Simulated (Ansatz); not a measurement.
# NiGe: the cost of one run

Method: DFT PBEsol, scalar-relativistic, plane waves, PAW, in Ansatz 0.2.0.

2 further runs of the same task are left out: 2 set aside as unsound or not needed. Runs told in other sessions of the task aren't counted.

### Step 1. The starting structure

The structure is orthorhombic, space group Pnma (No. 62). The conventional cell has a = 5.311 Å, b = 3.440 Å, c = 5.739 Å, α = 90.00°, β = 90.00°, γ = 90.00°. Around Ni (site symmetry m) lie 6 Ge at 2.32 to 2.49 Å. Ge (site symmetry m) is surrounded by 6 Ni at 2.32 to 2.49 Å.

Structure file:

```cif
data_structure
_symmetry_space_group_name_H-M 'Pnma'
_symmetry_Int_Tables_number 62
_cell_length_a 5.3108
_cell_length_b 3.4400
_cell_length_c 5.7393
_cell_angle_alpha 90.000
_cell_angle_beta 90.000
_cell_angle_gamma 90.000
_cell_volume 104.85
loop_
_atom_site_label
_atom_site_type_symbol
_atom_site_symmetry_multiplicity
_atom_site_Wyckoff_symbol
_atom_site_fract_x
_atom_site_fract_y
_atom_site_fract_z
_atom_site_occupancy
Ni1 Ni 4 c 0.99299 0.75000 0.18887 1
Ge1 Ge 4 c 0.81164 0.75000 0.58840 1
```

This cell was relaxed beforehand with the same method: volume 13.11 Å³/atom, gap on the mesh none (metal).

The bulk reference comes from a run made before at the same settings: -5029.6083 eV/atom.

### Step 2. The (001) slab

Planes are indexed in the bulk's conventional cell (Pnma (No. 62)), a = 5.311 Å, b = 3.440 Å, c = 5.739 Å, α = 90.00°, β = 90.00°, γ = 90.00°.

Cut from the relaxed bulk: a (001) slab, 10.9 Å thick as cut, with 15 Å of vacuum; its outer planes are Ge (top) and Ni (bottom).

The slab as cut. Layers, bottom to top:

| plane | atoms per cell | height over the lowest (Å) |
| --- | --- | --- |
| 1 | Ni | 0.00 |
| 2 | Ni | 0.70 |
| 3 | Ge | 1.28 |
| 4 | Ge | 2.29 |
| 5 | Ni | 2.87 |
| 6 | Ni | 3.57 |
| 7 | Ge | 4.15 |
| 8 | Ge | 5.16 |
| 9 | Ni | 5.74 |
| 10 | Ni | 6.44 |
| 11 | Ge | 7.02 |
| 12 | Ge | 8.03 |
| 13 | Ni | 8.61 |
| 14 | Ni | 9.31 |
| 15 | Ge | 9.89 |
| 16 | Ge | 10.90 |

### Step 3. Single point on the unrelaxed (001) slab

The cell repeats along c, and a dipole correction in the vacuum removes the field between the copies.

input.yaml

```yaml
crystal:
  lattice:
    - [3.440016757, 0.0, 0.0]
    - [0.0, 5.3107948293, 0.0]
    - [0.0, 0.0, 25.901865288]
  atoms:
    - { symbol: Ni, position: [0.25, 0.992986533, 0.2895544362] }
    - { symbol: Ni, position: [0.25, 0.492986533, 0.316643857] }
    - { symbol: Ge, position: [0.75, 0.1883574517, 0.3389067196] }
    - { symbol: Ge, position: [0.25, 0.8116425483, 0.3780800712] }
    - { symbol: Ni, position: [0.75, 0.507013467, 0.4003429337] }
    - { symbol: Ni, position: [0.75, 0.007013467, 0.4274323546] }
    - { symbol: Ge, position: [0.25, 0.3116425483, 0.4496952171] }
    - { symbol: Ge, position: [0.75, 0.6883574517, 0.4888685687] }
    - { symbol: Ni, position: [0.25, 0.992986533, 0.5111314313] }
    - { symbol: Ni, position: [0.25, 0.492986533, 0.5382208521] }
    - { symbol: Ge, position: [0.75, 0.1883574517, 0.5604837147] }
    - { symbol: Ge, position: [0.25, 0.8116425483, 0.5996570663] }
    - { symbol: Ni, position: [0.75, 0.507013467, 0.6219199288] }
    - { symbol: Ni, position: [0.75, 0.007013467, 0.6490093497] }
    - { symbol: Ge, position: [0.25, 0.3116425483, 0.6712722122] }
    - { symbol: Ge, position: [0.75, 0.6883574517, 0.7104455638] }
basis:
  ecutwfc: 420
kpoints:
  mp_grid: { grid: [10, 7, 1] }
hamiltonian:
  xc: pbesol
scf:
  occupations: { method: gaussian, width: 0.1 }
output:
  forces: true
  stress: true
  eigenvalues: true
efield:
  axis: 3
  dipole_correction: true
  ramp_width: 0.04
```

On the command line:

```sh
$ ansatz run input.yaml --threads 4 --pin off --max-ram 10240MiB --backend cpu --events-out ev --progress --plain --runs-dir out
```

**Question.** How long does this run take on 4 threads of Intel Xeon 6975P-C (Granite Rapids), shared host, and how much memory does it need?

About 29 s, with a peak of 2.4 GiB.
